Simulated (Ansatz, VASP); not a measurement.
## SiC in VASP and in Ansatz

```
Si C
1.0
     3.03415    0.00000    0.00000
    -1.51708    2.62765    0.00000
     0.00000    0.00000    4.97700
Si C
2 2
Direct
  0.33333 0.66667 0.00460
  0.66667 0.33333 0.50460
  0.33333 0.66667 0.38040
  0.66667 0.33333 0.88040
```

Alike in both runs: functional PBEsol; k mesh 8 × 8 × 6; no spin polarisation.

Ansatz relaxed the structure, and its values are those at the end. VASP's run is a single point on that final structure, the one shown.

|  | VASP | Ansatz |
| --- | --- | --- |
| version | VASP 6.6.1 | Ansatz 0.2.0 |
| potentials or method | VASP PAW PBE potentials, release 64 (Si, C) | PAW with Ansatz's default frozen-core files, scalar-relativistic |
| plane-wave cutoff (eV) | 520 | 420 |
| occupations | gaussian, width 0.01 eV | fixed |
| valence electrons in the cell | 16 | 16 |

VASP gave:

| Property | Result |
| --- | --- |
| gap on the k mesh at the Fermi level (eV) | 2.31 |
| pressure (GPa) | 10.4 |

Q: What did Ansatz give for the same quantities?

A: gap on the k mesh at the Fermi level (eV): 2.32; pressure (GPa): 10.0.

Caveats: the PAW data sets were made with another functional, which shifts forces and pressure a little (VASP). A k mesh can miss the band edges.
